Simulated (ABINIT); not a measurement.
# C (Fd-3m) in ABINIT: settings compared, part 2 of 2

ABINIT 10.8.3 (patched build). The steps go on from the part before.

### 5 Single point, LDA (cell relaxed)

Input file run.abi:

```
# Pseudopotentials
pp_dirpath "./"
pseudos "C.upf"

# Structure
acell 4.7271586581 4.7271586581 4.7271586581
rprim
     0.0000000000     0.7071067812     0.7071067812
     0.7071067812     0.0000000000     0.7071067812
     0.7071067812     0.7071067812     0.0000000000
ntypat 1
znucl 6
natom 2
typat 1 1
xred
     0.7500000000     0.7500000000     0.7500000000
     0.5000000000     0.5000000000     0.5000000000
chkprim 0
chksymtnons 0
tolsym 1.0e-6

# Plane-wave basis
ecut 41.0

# k points
kptopt 1
ngkpt 10 10 10
nshiftk 1
shiftk 0.0 0.0 0.0

# Exchange and correlation
ixc 7

# Bands and occupations
nband 8
occopt 3
tsmear 0.05 eV

# SCF cycle
nstep 100
tolvrs 1.0e-10

# Output
iomode 3
prtwf 0
prtden 0
prteig 0
prtebands 0
enunit 2
```

Potentials or basis: PseudoDojo NC SR LDA v0.4.1 standard.

Command:

```console
> abinit run.abi > log 2>&1
```

run.abo:

```text
.Version 10.8.3 of ABINIT
 Symmetries : space group Fd -3 m (#227); Bravais cF (face-center cubic)
================================================================================
 Values of the parameters that define the memory need of the present run
     intxc =       0    ionmov =       0      iscf =       7    lmnmax =       4
     lnmax =       4     mgfft =      30  mpssoang =       2    mqgrid =    3001
     natom =       2  nloc_mem =       1    nspden =       1   nspinor =       1
    nsppol =       1      nsym =      48    n1xccc =    2501    ntypat =       1
    occopt =       3   xclevel =       1
       mpw =         951          nfft =       27000          nkpt =          47
================================================================================
================================================================================

--------------------------------------------------------------------------------
------------- Echo of variables that govern the present computation ------------
--------------------------------------------------------------------------------
 -outvars: echo values of preprocessed input variables --------
            acell      4.7271586581E+00  4.7271586581E+00  4.7271586581E+00 Bohr
              amu      1.20110000E+01
          chkprim           0
      chksymtnons           0
             ecut      4.10000000E+01 Hartree
           enunit           2
              ixc           7
         kptrlatt       10    0    0      0   10    0      0    0   10
          kptrlen      4.72715866E+01
            natom           2
            nband           8
            ngfft          30      30      30
             nkpt          47
            nstep         100
             nsym          48
           ntypat           1
           occopt           3
           prtden           0
        prtebands           0
           prteig           0
            prtwf           0
            rprim      0.0000000000E+00  7.0710678120E-01  7.0710678120E-01
                       7.0710678120E-01  0.0000000000E+00  7.0710678120E-01
                       7.0710678120E-01  7.0710678120E-01  0.0000000000E+00
          spgroup         227
           tolsym      1.00000000E-06
           tolvrs      1.00000000E-10
           tsmear      1.83746611E-03 Hartree
            typat      1  1
           xangst      2.6532463333E+00  2.6532463333E+00  2.6532463333E+00
                       1.7688308888E+00  1.7688308888E+00  1.7688308888E+00
            xcart      5.0139089144E+00  5.0139089144E+00  5.0139089144E+00
                       3.3426059430E+00  3.3426059430E+00  3.3426059430E+00
             xred      7.5000000000E-01  7.5000000000E-01  7.5000000000E-01
                       5.0000000000E-01  5.0000000000E-01  5.0000000000E-01
            znucl        6.00000

================================================================================

 chkinp: Checking input parameters for consistency.

================================================================================
== DATASET  1 ==================================================================

--- !DatasetInfo
iteration_state: {dtset: 1, }
dimensions: {natom: 2, nkpt: 47, mband: 8, nsppol: 1, nspinor: 1, nspden: 1, mpw: 951, }
cutoff_energies: {ecut:  41.0, pawecutdg:  -1.0, }
electrons: {nelect:   8.00000000E+00, charge:   0.00000000E+00, occopt:   3.00000000E+00, tsmear:   1.83746611E-03, }
meta: {optdriver: 0, ionmov: 0, optcell: 0, iscf: 7, paral_kgb: 0, }
...

 Exchange-correlation functional for the present dataset will be:
  LDA: Perdew-Wang 92 LSD fit to Ceperley-Alder data - ixc=7
  J.P.Perdew and Y.Wang, PRB 45, 13244 (1992)

 Real(R)+Recip(G) space primitive vectors, cartesian coordinates (Bohr,Bohr^-1):
 R(1)=  0.0000000  3.3426059  3.3426059  G(1)= -0.1495839  0.1495839  0.1495839
[... 54 lines left out ...]
lattice_volume:   7.4693969E+01
convergence: {deltae: -1.350E-13, res2:  2.898E-11, residm:  1.068E-07, diffor: null, }
etotal    :  -1.20644095E+01
entropy   :   0.00000000E+00
fermie    :   4.87484788E-01
cartesian_stress_tensor: # hartree/bohr^3
- [  7.22627992E-06,   0.00000000E+00,   0.00000000E+00, ]
- [  0.00000000E+00,   7.22627992E-06,   0.00000000E+00, ]
- [  0.00000000E+00,   0.00000000E+00,   7.22627992E-06, ]
pressure_GPa:  -2.1260E-01
xred      :
- [  7.5000E-01,   7.5000E-01,   7.5000E-01,  C]
- [  5.0000E-01,   5.0000E-01,   5.0000E-01,  C]
cartesian_forces: # hartree/bohr
- [ -0.00000000E+00,  -0.00000000E+00,  -0.00000000E+00, ]
- [ -0.00000000E+00,  -0.00000000E+00,  -0.00000000E+00, ]
force_length_stats: {min:   0.00000000E+00, max:   0.00000000E+00, mean:   0.00000000E+00, }
...

 Integrated electronic density in atomic spheres:
 ------------------------------------------------
 Atom  Sphere_radius  Integrated_density
    1        2.00000          4.74286845
    2        2.00000          4.75739494
================================================================================

 ----iterations are completed or convergence reached----

 Mean square residual over all n,k,spin=   93.879E-11; max=  10.679E-08
 reduced coordinates (array xred) for    2 atoms
       0.750000000000      0.750000000000      0.750000000000
       0.500000000000      0.500000000000      0.500000000000
 rms dE/dt=  0.0000E+00; max dE/dt=  0.0000E+00; dE/dt below (all hartree)
    1       0.000000000000      0.000000000000      0.000000000000
    2       0.000000000000      0.000000000000      0.000000000000

 cartesian coordinates (angstrom) at end:
    1      2.65324633325775     2.65324633325775     2.65324633325775
    2      1.76883088883850     1.76883088883850     1.76883088883850

 cartesian forces (hartree/bohr) at end:
    1     -0.00000000000000    -0.00000000000000    -0.00000000000000
    2     -0.00000000000000    -0.00000000000000    -0.00000000000000
 frms,max,avg= 0.0000000E+00 0.0000000E+00   0.000E+00  0.000E+00  0.000E+00 h/b

 cartesian forces (eV/Angstrom) at end:
    1     -0.00000000000000    -0.00000000000000    -0.00000000000000
    2     -0.00000000000000    -0.00000000000000    -0.00000000000000
 frms,max,avg= 0.0000000E+00 0.0000000E+00   0.000E+00  0.000E+00  0.000E+00 e/A
 length scales=  4.727158658100  4.727158658100  4.727158658100 bohr
              =  2.501504632492  2.501504632492  2.501504632492 angstroms
 Fermi (or HOMO) energy (hartree) =   0.48748   Average Vxc (hartree)=  -0.50868
 Eigenvalues (hartree) for nkpt=  47  k points:
 kpt#   1, nband=  8, wtk=  0.00100, kpt=  0.0000  0.0000  0.0000 (reduced coord)
  -0.41430    0.38242    0.38242    0.38242    0.58930    0.58930    0.58930    0.89987
      occupation numbers for kpt#   1
   2.00000    2.00000    2.00000    2.00000    0.00000    0.00000    0.00000    0.00000
 prteigrs : prtvol=0 or 1, do not print more k-points.

 Fermi (or HOMO) energy (eV) =  13.26514   Average Vxc (eV)= -13.84186
 Eigenvalues (   eV  ) for nkpt=  47  k points:
 kpt#   1, nband=  8, wtk=  0.00100, kpt=  0.0000  0.0000  0.0000 (reduced coord)
 -11.27369   10.40617   10.40617   10.40617   16.03573   16.03573   16.03573   24.48674
 prteigrs : prtvol=0 or 1, do not print more k-points.

--- !EnergyTerms
iteration_state     : {dtset: 1, }
comment             : Components of total free energy in Hartree
kinetic             :  8.60615380533291E+00
hartree             :  9.44649781310984E-01
xc                  : -4.35418020329158E+00
Ewald energy        : -1.28924513055498E+01
psp_core            :  9.32022775322812E-01
local_psp           : -4.63145544759827E+00
non_local_psp       : -6.69148901396962E-01
internal            : -1.20644094958700E+01
'-kT*entropy'       : -8.03319137627098E-17
total_energy        : -1.20644094958700E+01
total_energy_eV     : -3.28289306621798E+02
band_energy         :  3.91225566134503E-01
...

 Cartesian components of stress tensor (hartree/bohr^3)
  sigma(1 1)=  7.22627992E-06  sigma(3 2)=  0.00000000E+00
  sigma(2 2)=  7.22627992E-06  sigma(3 1)=  0.00000000E+00
  sigma(3 3)=  7.22627992E-06  sigma(2 1)=  0.00000000E+00

-Cartesian components of stress tensor (GPa)         [Pressure= -2.1260E-01 GPa]
- sigma(1 1)=  2.12604495E-01  sigma(3 2)=  0.00000000E+00
- sigma(2 2)=  2.12604495E-01  sigma(3 1)=  0.00000000E+00
- sigma(3 3)=  2.12604495E-01  sigma(2 1)=  0.00000000E+00

== END DATASET(S) ==============================================================
================================================================================

 -outvars: echo values of variables after computation  --------
            acell      4.7271586581E+00  4.7271586581E+00  4.7271586581E+00 Bohr
           etotal     -1.2064409496E+01
            fcart     -0.0000000000E+00 -0.0000000000E+00 -0.0000000000E+00
                      -0.0000000000E+00 -0.0000000000E+00 -0.0000000000E+00
            rprim      0.0000000000E+00  7.0710678120E-01  7.0710678120E-01
                       7.0710678120E-01  0.0000000000E+00  7.0710678120E-01
                       7.0710678120E-01  7.0710678120E-01  0.0000000000E+00
           strten      7.2262799193E-06  7.2262799193E-06  7.2262799193E-06
                       0.0000000000E+00  0.0000000000E+00  0.0000000000E+00
           xangst      2.6532463333E+00  2.6532463333E+00  2.6532463333E+00
                       1.7688308888E+00  1.7688308888E+00  1.7688308888E+00
             xred      7.5000000000E-01  7.5000000000E-01  7.5000000000E-01
                       5.0000000000E-01  5.0000000000E-01  5.0000000000E-01
 Calculation completed.
```

It took 7 s on 1 thread of Intel Xeon at 2.70GHz, shared host; peak memory 0.07 GiB.

What came out:

| Property | Result |
| --- | --- |
| Free energy | -328.2893 eV |
| Pressure | -0.2 GPa |
| Band gap on the k mesh | 4.24 eV, indirect (least direct gap 5.63 eV) |
| All electrons inside the program's atomic spheres | C 4.74, 4.76 (radii [1.0584] Å) |

### 6 Single point, PBE

Input file run.abi:

```
# Pseudopotentials
pp_dirpath "./"
pseudos "C.GGA_PBE-JTH.xml"

# Structure
acell 2.5220660407 2.5220660407 2.5220660407 Angstrom
rprim
     0.0000000000     0.7071067812     0.7071067812
     0.7071067812     0.0000000000     0.7071067812
     0.7071067812     0.7071067812     0.0000000000
ntypat 1
znucl 6
natom 2
typat 1 1
xcart
     2.6750550000     2.6750550000     2.6750550000
     1.7833700000     1.7833700000     1.7833700000 Angstrom

# Plane-wave basis
ecut 380.959407 eV
pawecutdg 28.0

# k points
kptopt 1
ngkpt 10 10 10
nshiftk 1
shiftk 0.0 0.0 0.0

# Exchange and correlation
ixc 11

# Bands and occupations
nband 8
occopt 3
tsmear 0.05 eV

# SCF cycle
nstep 100
tolvrs 1.0e-9

# Output
iomode 3
prtwf 0
prtden 0
prteig 0
prtebands 0
```

Potentials or basis: JTH PAW PBE v2.0.

Command:

```console
> abinit run.abi > log 2>&1
```

Run time: 3.9 s. Hardware: 1 thread of Intel Xeon at 2.70GHz, shared host; peak memory 0.07 GiB.

It converged, with:

| Item | Value |
| --- | --- |
| Free energy | -312.4626 eV |
| Band gap on the k mesh | 4.16 eV, indirect (least direct gap 5.59 eV) |

Levels at points of the mesh, in eV from the valence-band top:
```csv
k point,band 1,band 2,band 3,band 4,band 5,band 6,band 7,band 8
"(0.00, 0.00, 0.00)",-21.48,0.00,0.00,0.00,5.59,5.59,5.59,13.30
"(0.50, 0.00, 0.00)",-15.71,-13.36,-2.80,-2.80,8.47,8.47,8.83,15.70
"(0.50, 0.50, 0.00)",-12.77,-12.77,-6.29,-6.29,4.75,4.75,16.82,16.82
```

Caveat: the cutoff is too short for stress, so the log's stress isn't used; the atomic spheres overlap. A k mesh can miss the band edges.

### 7 Summary

| task | level | potentials or basis | cell | cutoff (eV) | cell freedom (optcell) | optimiser (ionmov) | cutoff smearing ecutsm (Ha) | force stop (Ha/bohr) | fine-grid cutoff | gap on the mesh (eV) | pressure (GPa) | relaxed volume (Å³/atom) |
| --- | --- | --- | --- | --- | --- | --- | --- | --- | --- | --- | --- | --- |
| relaxation of cell and atoms | PBEsol | PseudoDojo NC SR PBEsol v0.4.1 standard | relaxed | 1116 | 2 | 2 | 0.5 | 2e-05 | - | 4.09 | 0.0 | 5.63 |
| single point | PBEsol | PseudoDojo NC SR PBEsol v0.4.1 standard | cell relaxed | 1116 | - | - | - | - | - | 4.09 | -0.2 | - |
| relaxation of cell and atoms | LDA | PseudoDojo NC SR LDA v0.4.1 standard | relaxed | 1116 | 2 | 2 | 0.5 | 2e-05 | - | 4.24 | 0.0 | 5.53 |
| single point | LDA | PseudoDojo NC SR LDA v0.4.1 standard | cell relaxed | 1116 | - | - | - | - | - | 4.24 | -0.2 | - |
| single point | PBE | JTH PAW PBE v2.0 | as given | 381 | - | - | - | - | 761.919 eV | 4.16 | - | - |

Alike in all rows: no spin polarisation; k mesh 10 × 10 × 10; smearing fermi-dirac 0.05 eV.

Caveats: the atomic spheres overlap (some runs).

Absolute energies hang on the potentials; compare differences alone.

### 8 Comparison with measurements

Step 2. The cell as given is a measured one (5.67 Å³/atom); PBEsol puts the equilibrium volume -0.7 % from it, thermal expansion not counted.

Step 4. The cell as given is a measured one (5.67 Å³/atom); LDA puts the equilibrium volume -2.4 % from it, thermal expansion not counted.
